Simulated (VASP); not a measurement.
# TiO2: single point with HSE06

Crystal: TiO2.

```
Ti O
1.0
     0.00000    2.39683    2.39683
     2.39683    0.00000    2.39683
     2.39683    2.39683    0.00000
Ti O
1 2
Direct
  0.00000 0.00000 0.00000
  0.25000 0.25000 0.25000
  0.75000 0.75000 0.75000
```

The cell was built by a generator and needn't be a form met in nature.

```
Program             : VASP 6.6.1
Task                : single point
Functional          : HSE06
Potentials or basis : VASP PAW PBE potentials, release 64 (Ti_sv, O)
Cutoff              : 520 eV
k mesh              : 4 × 4 × 4
Occupations         : gaussian, width 0.01 eV
Spin                : no spin polarisation
```

* Pressure: -3.0 GPa
* Band gap on the k mesh: 2.60 eV, indirect (least direct gap 3.32 eV)

Levels at points of the mesh, in eV from the valence-band top:
```tsv
k point	band 9	band 10	band 11	band 12	band 13	band 14	band 15	band 16
(0.00, 0.00, 0.00)	-6.66	-1.00	-1.00	-1.00	2.60	2.60	6.93	6.93
(0.50, 0.00, 0.00)	-3.74	-3.73	-2.87	-2.87	2.94	2.94	4.18	6.54
(0.50, 0.50, 0.00)	-5.17	-2.34	-2.34	0.00	3.32	3.46	4.20	5.57
```

Wall time 9.7 min on 1 thread of AMD EPYC 7R13 Processor (Zen 3), with other jobs on the host, peak memory 0.22 GiB.

Caveat: the k mesh is coarse (spacing up to 0.57 Å⁻¹), so the values aren't converged, least of all with exact exchange; the PAW data sets were made with another functional, which shifts forces and pressure a little. A k mesh can miss the band edges.
